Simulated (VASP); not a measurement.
# MoS2 in VASP: notebook, part 2 of 2

VASP 6.6.1. The steps go on from the part before.

**3. Single point, PBE+D3(BJ)**

This run uses another cell than the first one, of 34.98 Å³/atom, 1.004 times its volume.

Input file INCAR:

```
SYSTEM = MoS2
PREC = Accurate
ENCUT = 520
EDIFF = 1E-7
ISMEAR = 0
SIGMA = 0.01
LREAL = .False.
LASPH = .True.
NELM = 80
ALGO = Fast
ISIF = 2
LWAVE = .False.
LCHARG = .False.
GGA = PE
IVDW = 12
NBANDS = 35
```

Input file KPOINTS:

```
Automatic mesh
0
Gamma
  12 12 1
  0 0 0
```

Input file POSCAR:

```
MoS2
1.0
    3.1600000000      0.0000000000      0.0000000000
   -1.5800000000      2.7366402760      0.0000000000
    0.0000000000      0.0000000000     24.2700000000
S Mo
4 2
Direct
    0.0000000000      0.0000000000      0.3090234858
    0.0000000000      0.0000000000      0.4375772559
    0.3333333333      0.6666666667      0.5624227441
    0.3333333333      0.6666666667      0.6909765142
    0.3333333333      0.6666666667      0.3733003708
    0.6666666667      0.3333333333      0.6266996292
```

Potentials or basis: VASP PAW PBE potentials, release 64 (S, Mo_sv).

Started as:

```sh
cat potpaw_PBE.64/S/POTCAR potpaw_PBE.64/Mo_sv/POTCAR > POTCAR
mpirun -np 1 vasp_std > vasp.out
```

OUTCAR:

```text
SYSTEM = MoS2
   PREC = Accurate
   ENCUT = 520
   EDIFF = 1E-7
   ISMEAR = 0
   LREAL = .False.
   LASPH = .True.
   NELM = 80
   ISIF = 2
   GGA = PE
   IVDW = 12
 IVDW          = 12

 ion  position               nearest neighbor table
   1  0.000  0.000  0.309-   5 2.40   5 2.40   5 2.40
   2  0.000  0.000  0.438-   5 2.40   5 2.40   5 2.40
   3  0.333  0.667  0.562-   6 2.40   6 2.40   6 2.40
   4  0.333  0.667  0.691-   6 2.40   6 2.40   6 2.40
   5  0.333  0.667  0.373-   1 2.40   1 2.40   1 2.40   2 2.40   2 2.40   2 2.40
   6  0.667  0.333  0.627-   4 2.40   4 2.40   4 2.40   3 2.40   3 2.40   3 2.40

  LATTYP: Found a hexagonal cell.
 ALAT       =     3.1600000000
 C/A-ratio  =     7.6803797468

  Lattice vectors:

 A1 = (   3.1600000000,   0.0000000000,   0.0000000000)
 A2 = (  -1.5800000000,   2.7366402760,   0.0000000000)
 A3 = (   0.0000000000,   0.0000000000,  24.2700000000)

Analysis of symmetry for initial positions (statically):
=====================================================================
 Subroutine PRICEL returns:
 Original cell was already a primitive cell.

 Routine SETGRP: Setting up the symmetry group for a
 hexagonal supercell.

 Subroutine GETGRP returns: Found  6 space group operations
 (whereof  6 operations were pure point group operations)
 out of a pool of 24 trial point group operations.

The static configuration has the point symmetry C_3v.

Analysis of symmetry for dynamics (positions and initial velocities):
=====================================================================
 Subroutine PRICEL returns:
 Original cell was already a primitive cell.

 Routine SETGRP: Setting up the symmetry group for a
 hexagonal supercell.

 Subroutine GETGRP returns: Found  6 space group operations
 (whereof  6 operations were pure point group operations)
 out of a pool of 24 trial point group operations.

The dynamic configuration has the point symmetry C_3v.

 Subroutine INISYM returns: Found  6 space group operations
 (whereof  6 operations are pure point group operations),
 and found     1 'primitive' translations

----------------------------------------------------------------------------------------

                                     Primitive cell

  volume of cell :     209.8817

  direct lattice vectors                    reciprocal lattice vectors
     3.160000000  0.000000000  0.000000000     0.316455696  0.182705781  0.000000000
    -1.580000000  2.736640276  0.000000000     0.000000000  0.365411563  0.000000000
     0.000000000  0.000000000 24.270000000     0.000000000  0.000000000  0.041203131

  length of vectors
     3.160000000  3.160000000 24.270000000     0.365411563  0.365411563  0.041203131

  position of ions in fractional coordinates (direct lattice)
     0.000000000  0.000000000  0.309023486
     0.000000000  0.000000000  0.437577256
     0.333333333  0.666666667  0.562422744
     0.333333333  0.666666667  0.690976514
     0.333333333  0.666666667  0.373300371
     0.666666667  0.333333333  0.626699629

  ion indices of the primitive-cell ions
   primitive index   ion index
                 1           1
                 2           2
                 3           3
                 4           4
                 5           5
                 6           6

[... 32 lines left out ...]
  0.333333  0.000000  0.000000      6.000000
  0.416667  0.000000  0.000000      6.000000
[... 11 lines left out ...]
  0.333333  0.250000  0.000000     12.000000
  0.333333  0.333333  0.000000      2.000000
   k-points           NKPTS =     19   k-points in BZ     NKDIM =     19   number of bands    NBANDS=     35
   number of dos      NEDOS =    301   number of ions     NIONS =      6
   total plane-waves  NPLWV = 110592
   dimension x,y,z NGX =    24 NGY =   24 NGZ =  192
   dimension x,y,z NGXF=    48 NGYF=   48 NGZF=  384
   ions per type =               4   2
   NGX,Y,Z   is equivalent  to a cutoff of  12.63, 12.63, 13.15 a.u.
   NGXF,Y,Z  is equivalent  to a cutoff of  25.25, 25.25, 26.30 a.u.
 SYSTEM =  MoS2
   PREC   = accura    normal or accurate (medium, high low for compatibility)
   ISTART =      0    job   : 0-new  1-cont  2-samecut
   ICHARG =      2    charge: 1-file 2-atom 10-const
   ISPIN  =      1    spin polarized calculation?
   LNONCOLLINEAR =      F non collinear calculations
   LSORBIT =      F    spin-orbit coupling
   LASPH  =      T    aspherical Exc in radial PAW
   ENCUT  =  520.0 eV  38.22 Ry    6.18 a.u.   5.88  5.88 45.13*2*pi/ulx,y,z
   NELM   =     80;   NELMIN=  2; NELMDL= -5     # of ELM steps
   EDIFF  = 0.1E-06   stopping-criterion for ELM
   LREAL  =      F    real-space projection
   EDIFFG = 0.1E-05   stopping-criterion for IOM
   NSW    =      0    number of steps for IOM
   IBRION =     -1    ionic relax: 0-MD 1-quasi-New 2-CG
   NFREE  =      0    steps in history (QN), initial steepest desc. (CG)
   ISIF   =      2    stress and relaxation
   ISYM   =      2    0-nonsym 1-usesym 2-fastsym
   POTIM  = 0.5000    time-step for ionic-motion
   TEBEG  =    0.0;   TEEND  =   0.0 temperature during run
   PSTRESS=    0.0 pullay stress
   NELECT =      52.0000    total number of electrons
   NUPDOWN=      -1.0000    fix difference up-down
   EMIN   =  10.00;   EMAX   =-10.00  energy-range for DOS
   EFERMI =   0.00;   METHOD = LEGACY
   ISMEAR =     0;   SIGMA  =   0.01  broadening in eV -4-tet -1-fermi 0-gaus
   EFERMI_NEDOS =   21; number of points for ismear=-14 and -15
   IALGO  =     68    algorithm
   IMIX   =      4    mixing-type and parameters
     AMIX     =   0.40;   BMIX     =  1.00
     AMIX_MAG =   1.60;   BMIX_MAG =  1.00
  volume/ion in A,a.u.               =      34.98       236.06
  Fermi-wavevector in a.u.,A,eV,Ry     =   1.028216  1.943047 14.384466  1.057228
  Thomas-Fermi vector in A             =   2.162201
   LORBIT       =      0    0 simple, 1 ext, 2 COOP (PROOUT), +10 PAW based schemes
   GGA     = PE    functional components
   LHFCALC =     F    Hartree Fock is set to
   AEXX    =    0.0000 exact exchange contribution
   IVDW    =    12    specifies the selected vdW correction
   LEPSILON=     F    determine dielectric tensor
   LRPA    =     F    only Hartree local field effects (RPA)
 non-spin polarized calculation
 RMM-DIIS sequential band-by-band and
 Gauss-broadening in eV      SIGMA  =   0.01
  energy-cutoff  :      520.00
  volume of cell :      209.88
 maximum number of plane-waves:      5675
 NGX is ok and might be reduce to    24
   NGX = 11   NGY = 11   NGZ = 91

 number of electron      51.9999997 magnetization

 Free energy of the ion-electron system (eV)
  ---------------------------------------------------
  ext. energy  EPLUGINS =         0.00000000
  ---------------------------------------------------
  free energy    TOTEN  =       -43.64548976 eV

  energy without entropy =      -43.64548976  energy(sigma->0) =      -43.64548976

 E-fermi :   1.1026     XC(G=0):  -5.9182

 val. band max:        1.0542850090   @ k =   0.0000   0.0000   0.0000
 cond. band min:       2.3060123085   @ k =   0.3333   0.3333   0.0000
 fundamental gap:      1.2517272995
 Fermi energy:         1.1025529579

 k-point     1 :       0.0000    0.0000    0.0000
  band No.  band energies     occupation
      1     -60.2697      2.00000
      2     -60.2154      2.00000
      3     -34.4283      2.00000
      4     -34.3739      2.00000
      5     -34.1975      2.00000
      6     -34.1975      2.00000
[... 711 lines left out ...]
     34       5.5958      0.00000
     35       7.5138      0.00000

------------------------ aborting loop because EDIFF is reached ----------------------------------------

 Edisp (eV)   -2.22584

 E8    (eV) :    -0.9291

  FORCE on cell =-STRESS in cart. coord.  units (eV):
  Direction    XX          YY          ZZ          XY          YZ          ZX
  --------------------------------------------------------------------------------------
  -------------------------------------------------------------------------------------
  Total      -0.34025    -0.34025     0.11365     0.00000     0.00000     0.00000
  in kB      -2.59740    -2.59740     0.86753     0.00000     0.00000     0.00000
  external pressure =       -1.44 kB  Pullay stress =        0.00 kB

 VOLUME and BASIS-vectors are now :
 -----------------------------------------------------------------------------
  energy-cutoff  :      520.00
  volume of cell :      209.88
      direct lattice vectors                 reciprocal lattice vectors
     3.160000000  0.000000000  0.000000000     0.316455696  0.182705781  0.000000000
    -1.580000000  2.736640276  0.000000000     0.000000000  0.365411563  0.000000000
     0.000000000  0.000000000 24.270000000     0.000000000  0.000000000  0.041203131

 POSITION                                       TOTAL-FORCE (eV/Angst)
 -----------------------------------------------------------------------------------
      0.00000      0.00000      7.50000        -0.000000      0.000000     -0.075318
      0.00000      0.00000     10.62000        -0.000000      0.000000      0.091732
     -0.00000      1.82443     13.65000         0.000000     -0.000000     -0.080908
     -0.00000      1.82443     16.77000        -0.000000      0.000000      0.084014
     -0.00000      1.82443      9.06000         0.000000      0.000000      0.039312
      1.58000      0.91221     15.21000         0.000000      0.000000     -0.058832
 -----------------------------------------------------------------------------------
    total drift:                                0.000000     -0.000000      0.000020

  FREE ENERGIE OF THE ION-ELECTRON SYSTEM (eV)
  ---------------------------------------------------
  free  energy   TOTEN  =       -45.8713316779 eV

  energy  without entropy=      -45.8713316779  energy(sigma->0) =      -45.87133168
```

Wall time 4.7 min (1 thread of Intel Xeon Platinum 8488C (Sapphire Rapids), shared host); peak memory 0.39 GiB.

Results:

- Free energy: -45.8713 eV
- Largest force: 0.092 eV/Å
- Band gap on the k mesh: 1.25 eV, indirect (least direct gap 1.69 eV)
- Dispersion energy per atom: -0.371 eV

Forces on the atoms (eV/Å):
```
S    0.000  0.000 -0.075
S    0.000  0.000  0.092
S    0.000  0.000 -0.081
S    0.000  0.000  0.084
Mo   0.000  0.000  0.039
Mo   0.000  0.000 -0.059
```

Levels at points of the mesh, in eV from the valence-band top:
| k point | band 24 | band 25 | band 26 | band 27 | band 28 | band 29 |
| --- | --- | --- | --- | --- | --- | --- |
| (0.00, 0.00, 0.00) | -1.76 | -0.69 | 0.00 | 2.31 | 2.31 | 2.39 |
| (0.50, 0.00, 0.00) | -1.36 | -1.16 | -1.06 | 1.83 | 1.89 | 2.32 |
